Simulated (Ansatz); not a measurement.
**RbBr (Fm-3m): how far a G0W0 gap depends on its settings**

Aim: test how the G0W0 gap of rocksalt RbBr moves with the number of bands, the screening cutoff and the other choices.

Code: Ansatz 0.2.0. G0W0, plane waves. Spin-unpolarised throughout; all numbers are computed.

## (1) The structure to begin with

The cell was relaxed beforehand with r2SCAN.

It is cubic, Fm-3m (No. 225); conventional cell a = 6.922 Å, 41.45 Å³ an atom. Rb has 6 Br at 3.46 Å; Br has 6 Rb at 3.46 Å.

Coordinates:

```
Rb Br
1.0
     0.00000    3.46083    3.46083
     3.46083    0.00000    3.46083
     3.46083    3.46083    0.00000
Rb Br
1 1
Direct
  0.00000 0.00000 0.00000
  0.50000 0.50000 0.50000
```

## (2) 134 empty bands, 80 eV

input.yaml

```yaml
crystal:
  lattice:
    - [0.0, 3.4608261059, 3.4608261059]
    - [3.4608261059, 0.0, 3.4608261059]
    - [3.4608261059, 3.4608261059, 0.0]
  atoms:
    - { symbol: Rb, position: [0.0, 0.0, 0.0] }
    - { symbol: Br, position: [0.5, 0.5, 0.5] }
kpoints:
  mp_grid: { grid: [4, 4, 4] }
hamiltonian:
  xc: pbe
scf:
  occupations: { method: fixed }
gw:
  n_empty_bands: 134
  ecut_chi: 80
  qp_bands: [v2, c2]
  qp_kpoints: band_edges
  screening: { model: contour_deformation }
```

The run is started by

```
$ ansatz run input.yaml --threads 2 --pin off --max-ram 3686MiB --backend cpu --events-out ev --progress --plain --runs-dir out
```

## (3) 311 empty bands, 140 eV

Edit input.yaml of step 2 so:

```diff
@@ -15,4 +15,4 @@
 gw:
-  n_empty_bands: 134
-  ecut_chi: 80
+  n_empty_bands: 311
+  ecut_chi: 140
   qp_bands: [v2, c2]
```

## (4) 572 empty bands, 210 eV

Edit input.yaml of step 3 so:

```diff
@@ -15,4 +15,4 @@
 gw:
-  n_empty_bands: 311
-  ecut_chi: 140
+  n_empty_bands: 572
+  ecut_chi: 210
   qp_bands: [v2, c2]
```

## (5) Starting from HSE06

Edit input.yaml of step 4 so:

```diff
@@ -11,3 +11,3 @@
 hamiltonian:
-  xc: pbe
+  xc: hse06
 scf:
@@ -15,4 +15,4 @@
 gw:
-  n_empty_bands: 572
-  ecut_chi: 210
+  n_empty_bands: 311
+  ecut_chi: 140
   qp_bands: [v2, c2]
```

## (6) Starting from LDA

Edit input.yaml of step 5 so:

```diff
@@ -11,3 +11,3 @@
 hamiltonian:
-  xc: hse06
+  xc: lda
 scf:
```

## (7) Starting from r2SCAN

Edit input.yaml of step 6 so:

```diff
@@ -11,3 +11,3 @@
 hamiltonian:
-  xc: lda
+  xc: r2scan
 scf:
```

## (8) A plasmon pole in place of the full frequency dependence

Edit input.yaml of step 7 so:

```diff
@@ -11,3 +11,3 @@
 hamiltonian:
-  xc: r2scan
+  xc: pbe
 scf:
@@ -19,2 +19,2 @@
   qp_kpoints: band_edges
-  screening: { model: contour_deformation }
+  screening: { model: godby_needs }
```

## (9) A finer mesh, 6×6×6

Edit input.yaml of step 8 so:

```diff
@@ -9,3 +9,3 @@
 kpoints:
-  mp_grid: { grid: [4, 4, 4] }
+  mp_grid: { grid: [6, 6, 6] }
 hamiltonian:
@@ -15,6 +15,6 @@
 gw:
-  n_empty_bands: 311
-  ecut_chi: 140
+  n_empty_bands: 134
+  ecut_chi: 80
   qp_bands: [v2, c2]
   qp_kpoints: band_edges
-  screening: { model: godby_needs }
+  screening: { model: contour_deformation }
```

## (10) Norm-conserving pseudopotentials

Edit input.yaml of step 9 so:

```diff
@@ -9,5 +9,6 @@
 kpoints:
-  mp_grid: { grid: [6, 6, 6] }
+  mp_grid: { grid: [4, 4, 4] }
 hamiltonian:
   xc: pbe
+  pseudopotentials: { kind: nc }
 scf:
@@ -15,4 +16,4 @@
 gw:
-  n_empty_bands: 134
-  ecut_chi: 80
+  n_empty_bands: 311
+  ecut_chi: 140
   qp_bands: [v2, c2]
```

Before running it: what results should come out? Wanted: for each run, start; potentials; frequencies; empty bands; cutoff; Kohn-Sham gap; G0W0 gap.

The runs gave:

```
 start  potentials  frequencies  empty bands  cutoff (eV)   mesh  Kohn-Sham gap (eV)  G0W0 gap (eV)
   PBE         PAW         full          134           80  4×4×4                4.29           6.60
   PBE         PAW         full          311          140  4×4×4                4.29           6.79
   PBE         PAW         full          572          210  4×4×4                4.29           6.87
 HSE06         PAW         full          311          140  4×4×4                5.44           7.34
   LDA         PAW         full          311          140  4×4×4                3.88           6.60
r2SCAN         PAW         full          311          140  4×4×4                4.89           7.10
   PBE         PAW         pole          311          140  4×4×4                4.29           6.79
   PBE         PAW         full          134           80  6×6×6                4.29           6.59
   PBE          NC         full          311          140  4×4×4                4.29           6.74
```

Gaps are those on each run's own mesh.

What this shows: With bands and cutoff raised together, from 134 bands at 80 eV to 572 at 210 eV, the gap moves by +0.27 eV, and on the last rung by +0.08 eV; extrapolated in 1/N from the last two rungs, the limit on this k mesh would lie near 7.0 eV. The starting point matters: against PBE, HSE06 gives +0.55 eV, LDA gives -0.19 eV, r2SCAN gives +0.30 eV. The plasmon pole changes the gap by -0.004 eV. Norm-conserving potentials change it by -0.054 eV. On the finer mesh the quasiparticle shift is +2.30 eV, against +2.31 eV on the coarse one.
